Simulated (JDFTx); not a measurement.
## KCl (Sylvite) under changes of volume

One of the cells (31.151 Å³/atom); the others are scaled copies at fixed shape and fractional positions:

```
K Cl
1.0
     0.00000    3.14647    3.14647
     3.14647    0.00000    3.14647
     3.14647    3.14647    0.00000
K Cl
1 1
Direct
  0.00000 0.00000 0.00000
  0.50000 0.50000 0.50000
```

```yaml
Program: JDFTx 1.7.0 (patched build)
Functional: LDA
Potentials_or_basis: PseudoDojo-SR-LDA-0.4.1-standard with smoothed tails
Cutoff: 980 eV
Density_cutoff: 7837 eV
k_mesh: 7 × 7 × 7
Occupations: fermi-dirac, width 0.05 eV
Spin: no spin polarisation
```

| volume (Å³/atom) | energy over the lowest point (meV/atom) | pressure (GPa) | gap on the mesh (eV) |
| --- | --- | --- | --- |
| 29.282 | 0.00 | -1.0 | 4.96 |
| 29.905 | 4.47 | -1.3 | 4.88 |
| 30.528 | 10.34 | -1.7 | 4.81 |
| 31.151 | 17.44 | -2.0 | 4.74 |
| 31.774 | ? | ? | ? |
| 32.397 | 34.70 | -2.5 | 4.62 |
| 33.020 | 44.61 | -2.6 | 4.56 |

Question: What does the run at 31.774 Å³/atom give?

Answer: Energy over the lowest point 25.61 meV/atom; pressure -2.2 GPa; gap on the mesh 4.68 eV.

Worked out: A Birch-Murnaghan fit of order 3 (a polynomial in V^(-2/3)) to the other rows has no minimum within the range. It gives 25.60 meV/atom at 31.774 Å³/atom, against the run's 25.61, and -dE/dV = -2.2 GPa, against -2.2. A straight line through the other rows of the gap, of slope -3.3 eV per unit of ln V (its deformation potential), gives 4.68 eV, against the run's 4.68.

Caveats: an odd mesh through Γ misses points on the zone boundary, where band edges often lie (some runs).
